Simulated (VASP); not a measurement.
# CO2 (Cmce) in VASP: a series of runs, part 2 of 2

VASP 6.6.1. The steps go on from the part before.

## Step 3: Chemical shielding, PBE+D3(BJ) (volume scaled by 1.25)

The input, INCAR:

```
SYSTEM = CO2
PREC = Accurate
ENCUT = 520
EDIFF = 1E-8
ISMEAR = -1
SIGMA = 0.1
LREAL = .False.
LASPH = .True.
NELM = 100
ALGO = Normal
ISIF = 2
LWAVE = .False.
LCHARG = .False.
GGA = PE
IVDW = 12
LCHIMAG = .True.
DQ = 0.001
ICHIBARE = 1
LNMR_SYM_RED = .True.
```

The input, KPOINTS:

```
Automatic mesh
0
Gamma
  8 8 4
  0 0 0
```

The input, POSCAR:

```
CO2
1.0
    2.8394492969     -2.5717251200      0.0000000000
    2.8394492969      2.5717251200      0.0000000000
    0.0000000000      0.0000000000      7.0958190677
O C
4 2
Direct
    0.3065085700      0.6934914300      0.6081566100
    0.6934914300      0.3065085700      0.3918433900
    0.1934914300      0.8065085700      0.1081566100
    0.8065085700      0.1934914300      0.8918433900
    0.5000000000      0.5000000000      0.5000000000
    0.0000000000      0.0000000000      0.0000000000
```

Potentials or basis: VASP PAW PBE potentials, release 64 (O, C).

Started as:

```bash
cat potpaw_PBE.64/O/POTCAR potpaw_PBE.64/C/POTCAR > POTCAR
mpirun -np 1 vasp_std > vasp.out
```

OUTCAR:

```text
SYSTEM = CO2
   PREC = Accurate
   ENCUT = 520
   EDIFF = 1E-8
   ISMEAR = -1
   LREAL = .False.
   LASPH = .True.
   NELM = 100
   ISIF = 2
   GGA = PE
   IVDW = 12
 IVDW          = 12

 ion  position               nearest neighbor table
   1  0.307  0.693  0.608-   5 1.26
   2  0.693  0.307  0.392-   5 1.26
   3  0.193  0.807  0.108-   6 1.26
   4  0.807  0.193  0.892-   6 1.26
   5  0.500  0.500  0.500-   1 1.26   2 1.26
   6  0.000  0.000  0.000-   3 1.26   4 1.26

  LATTYP: Found a base centered orthorhombic cell.
 ALAT       =     5.1434502400
 B/A-ratio  =     1.1041029521
 C/A-ratio  =     1.3795834968

  Lattice vectors:

 A1 = (  -2.8394492969,  -2.5717251200,   0.0000000000)
 A2 = (   2.8394492969,  -2.5717251200,   0.0000000000)
 A3 = (   0.0000000000,   0.0000000000,   7.0958190677)

Analysis of symmetry for initial positions (statically):
=====================================================================
 Subroutine PRICEL returns:
 Original cell was already a primitive cell.

 Routine SETGRP: Setting up the symmetry group for a
 base centered orthorhombic supercell.

 Subroutine GETGRP returns: Found  8 space group operations
[... 765 lines left out ...]
 -----------------------------------------------------------------------------------
    total drift:                                0.000000     -0.000000      0.000000

  FREE ENERGIE OF THE ION-ELECTRON SYSTEM (eV)
  ---------------------------------------------------
  free  energy   TOTEN  =       -45.3259110098 eV

  energy  without entropy=      -45.3259110096  energy(sigma->0) =      -45.32591101

------------------------ aborting loop because EDIFF is reached ----------------------------------------

  Approximate magnetic susceptibility, pGv (10^-6 cm^3/mole)
     1        -42.984165          0.000000          0.000000
     2          0.000000        -44.603722          0.000000
     3          0.000000         -0.000000        -44.142544
 -------------------------------------------------------------
  Approximate magnetic susceptibility, vGv (10^-6 cm^3/mole)
     1        -40.413658          0.000000          0.000000
     2          0.000000        -44.609331          0.000000
     3          0.000000          0.000000        -43.172038

         principal value                      axis
       (10^-6 cm^3/mole)           x,          y,          z
      --------------------------------------------------------
              -44.609331      0.0000      1.0000      0.0000
              -43.172038      0.0000      0.0000      1.0000
              -40.413658      1.0000      0.0000      0.0000
 -------------------------------------------------------------

 -------------------------------------------------------------
  G=0 CONTRIBUTION TO CHEMICAL SHIELDING (field along BDIR)
  using pGv susceptibility, excluding core contribution
 -------------------------------------------------------------
   BDIR                X                 Y                 Z
 -------------------------------------------------------------
     1          5.770121          0.000000          0.000000
     2          0.000000          5.987527          0.000000
     3          0.000000          0.000000          5.925620
 -------------------------------------------------------------

  Core NMR properties

  typ  El   Core shielding (ppm)
 ----------------------------
    1  O      271.0766935
    2  C      200.5098801
 ----------------------------

  Core contribution to magnetic susceptibility:     -0.65  10^-6 cm^3/mole
 --------------------------------------------------------------------------

  CSA tensor (J. Mason, Solid State Nucl. Magn. Reson. 2, 285 (1993))
  for chemical shielding  (including the isotropic core contribution)

  BDIR labels direction of applied magnetic field (i.e. B0)
  For BDIR==1, B0 along x-axis, etc.
  Induced field listed along cartesian directions for each BDIR
 ------------------------------------------------------------------------------------------
                 EXCLUDING G=0 CONTRIBUTION              INCLUDING G=0 CONTRIBUTION
 ------------------------------------------------------------------------------------------
  ion  BDIR            X           Y           Z                X           Y           Z
          (   iso_shield        span        skew ) (   iso_shield        span        skew )
 ------------------------------------------------------------------------------------------
    1     1     -47.8490     -0.0000      0.0000         -41.9912     -0.0000      0.0000
          2       0.0000    223.6875    210.9910           0.0000    229.7627    210.9910
          3       0.0000    211.7774    113.5036           0.0000    211.7774    119.5169
          (      96.4474    436.8909      0.9908 ) (     102.4295    436.9065      0.9917 )
[... 21 lines left out ...]
    6     1    -109.9791      0.0000      0.0000        -104.1214      0.0000      0.0000
          2       0.0000    127.5018   -182.8251           0.0000    133.5770   -182.8251
          3       0.0000   -183.9900     31.3320           0.0000   -183.9900     37.3453
          (      16.2849    379.2123      0.9989 ) (      22.2670    379.2280      0.9998 )
 ------------------------------------------------------------------------------------------
  IF SPAN.EQ.0, THEN SKEW IS ILL-DEFINED
 ------------------------------------------------------------------------------------------
```

It took 27 min on 1 thread of AMD EPYC 9R14 (Zen 4), shared host; peak memory 0.64 GiB.

Results:

| Quantity | Value |
| --- | --- |
| Dispersion energy per atom | -0.058 eV |

Chemical shielding (ppm):
```
atom  isotropic  span  skew
 1 O        102   437  0.99
 2 O        102   437  0.99
 3 O        102   437  0.99
 4 O        102   437  0.99
 5 C         22   379  1.00
 6 C         22   379  1.00
```

Caveat: the standard files for N, O and F lose accuracy on very short bonds.

## Step 4: Equation of state, PBEsol, 14.97 Å³/atom (a relaxed cell with its volume scaled by 0.96)

The input, INCAR:

```
PREC = Accurate ; ENCUT = 520
EDIFF = 1E-6 ; ISMEAR = 0
SIGMA = 0.02 ; LREAL = False
LASPH = True ; NELM = 100
ALGO = Fast ; ISIF = 2
LWAVE = False ; LCHARG = False
GGA = PS ; KPAR = 2
```

The input, KPOINTS:

```
regular mesh
0
Gamma
  8 8 4
```

The input, POSCAR:

```
CO2                                     
1.0
    2.7523363385     -2.4423313854      0.0000000000
    2.7523363385      2.4423313854     -0.0000000000
    0.0000000000      0.0000000000      6.6788415273
  O               C             
     4     2
Direct
     0.3105944294244146    0.6894055705755854    0.6041829494661189
     0.6894055705755854    0.3105944294244146    0.3958170505338811
     0.1894055705755854    0.8105944294244146    0.1041829494661189
     0.8105944294244146    0.1894055705755854    0.8958170505338811
     0.5000000000000000    0.5000000000000000    0.5000000000000000
     0.0000000000000000    0.0000000000000000    0.0000000000000000
```

Started as:

```bash
cat potpaw_PBE.64/O/POTCAR potpaw_PBE.64/C/POTCAR > POTCAR
mpirun -np 2 vasp_std > vasp.out
```

It took 53 s on 2 MPI ranks of Intel Xeon Platinum 8488C (Sapphire Rapids), shared host; peak memory 0.22 GiB.

It converged, with:

| Property | Result |
| --- | --- |
| Free energy | -47.5713 eV |
| Pressure | 4.9 GPa |
| Largest force | 1.729 eV/Å |
| Band gap on the k mesh | 6.59 eV, indirect (least direct gap 7.04 eV) |

Caveat: the standard files for N, O and F lose accuracy on very short bonds; the PAW data sets were made with another functional, which shifts forces and pressure a little.

## Step 5: Equation of state, PBEsol, 15.28 Å³/atom (a relaxed cell with its volume scaled by 0.98)

INCAR is that of step 4.

KPOINTS is that of step 4.

Changes to POSCAR since step 4:

```diff
@@ -2,5 +2,5 @@
 1.0
-    2.7523363385     -2.4423313854      0.0000000000
-    2.7523363385      2.4423313854     -0.0000000000
-    0.0000000000      0.0000000000      6.6788415273
+    2.7713185683     -2.4591755824      0.0000000000
+    2.7713185683      2.4591755824     -0.0000000000
+    0.0000000000      0.0000000000      6.7249039589
   O               C
```

Started as:

```bash
cat potpaw_PBE.64/O/POTCAR potpaw_PBE.64/C/POTCAR > POTCAR
mpirun -np 2 vasp_std > vasp.out
```

Run time: 53 s. Hardware: 2 MPI ranks of Intel Xeon Platinum 8488C (Sapphire Rapids), shared host; peak memory 0.22 GiB.

The run converged. Its results:

| Item | Value |
| --- | --- |
| Free energy | -47.6166 eV |
| Pressure | 2.3 GPa |
| Largest force | 0.833 eV/Å |
| Band gap on the k mesh | 6.52 eV, indirect (least direct gap 6.95 eV) |

Caveat: the standard files for N, O and F lose accuracy on very short bonds; the PAW data sets were made with another functional, which shifts forces and pressure a little.

## Step 6: Equation of state, PBEsol, 15.59 Å³/atom

INCAR is that of step 5.

KPOINTS is that of step 5.

Changes to POSCAR since step 5:

```diff
@@ -2,5 +2,5 @@
 1.0
-    2.7713185683     -2.4591755824      0.0000000000
-    2.7713185683      2.4591755824     -0.0000000000
-    0.0000000000      0.0000000000      6.7249039589
+    2.7900442618     -2.4757921377      0.0000000000
+    2.7900442618      2.4757921377     -0.0000000000
+    0.0000000000      0.0000000000      6.7703438776
   O               C
```

Potentials or basis: VASP PAW PBE potentials, release 64 (O, C).

Started as:

```bash
cat potpaw_PBE.64/O/POTCAR potpaw_PBE.64/C/POTCAR > POTCAR
mpirun -np 2 vasp_std > vasp.out
```

It took 41 s on 2 MPI ranks of Intel Xeon Platinum 8488C (Sapphire Rapids), shared host; peak memory 0.23 GiB.

It converged, with:

* Free energy: -47.6331 eV
* Pressure: 0.0 GPa
* Largest force: 0.008 eV/Å
* Band gap on the k mesh: 6.45 eV, indirect (least direct gap 6.86 eV)

Caveat: the standard files for N, O and F lose accuracy on very short bonds; the PAW data sets were made with another functional, which shifts forces and pressure a little.

## Step 7: Equation of state, PBEsol, 15.90 Å³/atom (a relaxed cell with its volume scaled by 1.02)

INCAR is that of step 6.

KPOINTS is that of step 6.

Changes to POSCAR since step 6:

```diff
@@ -2,5 +2,5 @@
 1.0
-    2.7900442618     -2.4757921377      0.0000000000
-    2.7900442618      2.4757921377     -0.0000000000
-    0.0000000000      0.0000000000      6.7703438776
+    2.8085219146     -2.4921885900      0.0000000000
+    2.8085219146      2.4921885900     -0.0000000000
+    0.0000000000      0.0000000000      6.8151818987
   O               C
```

Started as:

```bash
cat potpaw_PBE.64/O/POTCAR potpaw_PBE.64/C/POTCAR > POTCAR
mpirun -np 2 vasp_std > vasp.out
```

It took 42 s on 2 MPI ranks of Intel Xeon Platinum 8488C (Sapphire Rapids), shared host; peak memory 0.23 GiB.

It converged, with:

```
Free energy            : -47.6236 eV
Pressure               : -2.1 GPa
Largest force          : 0.785 eV/Å
Band gap on the k mesh : 6.38 eV, indirect (least direct gap 6.78 eV)
```

Caveat: the standard files for N, O and F lose accuracy on very short bonds; the PAW data sets were made with another functional, which shifts forces and pressure a little.

## Step 8: Equation of state, PBEsol, 16.21 Å³/atom (a relaxed cell with its volume scaled by 1.04)

INCAR is that of step 7.

KPOINTS is that of step 7.

Changes to POSCAR since step 7:

```diff
@@ -2,5 +2,5 @@
 1.0
-    2.8085219146     -2.4921885900      0.0000000000
-    2.8085219146      2.4921885900     -0.0000000000
-    0.0000000000      0.0000000000      6.8151818987
+    2.8267595809     -2.5083720862      0.0000000000
+    2.8267595809      2.5083720862     -0.0000000000
+    0.0000000000      0.0000000000      6.8594375667
   O               C
```

Started as:

```bash
cat potpaw_PBE.64/O/POTCAR potpaw_PBE.64/C/POTCAR > POTCAR
mpirun -np 2 vasp_std > vasp.out
```

Run time: 45 s. Hardware: 2 MPI ranks of Intel Xeon Platinum 8488C (Sapphire Rapids), shared host; peak memory 0.23 GiB.

The run converged. Its results:

| Quantity | Value |
| --- | --- |
| Free energy | -47.5903 eV |
| Pressure | -4.0 GPa |
| Largest force | 1.519 eV/Å |
| Band gap on the k mesh | 6.31 eV, indirect (least direct gap 6.70 eV) |

Caveat: the standard files for N, O and F lose accuracy on very short bonds; the PAW data sets were made with another functional, which shifts forces and pressure a little.

## Step 9: Equation of state, PBEsol

This run uses another cell than the first one, of 15.59 Å³/atom, 1.128 times its volume.

Potentials or basis: VASP PAW PBE potentials, release 64 (O, C).

This step only gathers the single runs of the series.

Results:

| Quantity | Value |
| --- | --- |
| Equilibrium volume | 15.63 Å³/atom |
| Bulk modulus at fixed shape and positions | 111 GPa |
| Pressure derivative of the bulk modulus | 3.9 (rough: it moves with the points fitted) |

Energy against volume, from the lowest point:
```tsv
volume (Å³/atom)	energy (meV/atom)
14.965	10.31
15.277	2.75
15.589	0.00
15.901	1.59
16.212	7.14
```

Caveat: the standard files for N, O and F lose accuracy on very short bonds; the cell was scaled at fixed shape and fractional positions, which overstates the stiffness of a crystal with free parameters, most of all of layers and chains; the PAW data sets were made with another functional, which shifts forces and pressure a little.

## Step 10: The reference run

An earlier run on the cell as given: functional PBEsol; potentials or basis VASP PAW PBE potentials, release 64 (O, C); cutoff 520 eV; k mesh 8 × 8 × 4; occupations fermi-dirac, width 0.05 eV; no spin polarisation.

- Pressure: 2.8 GPa
- Largest force: 0.665 eV/Å
- Band gap on the k mesh: 6.52 eV, indirect (least direct gap 7.09 eV)
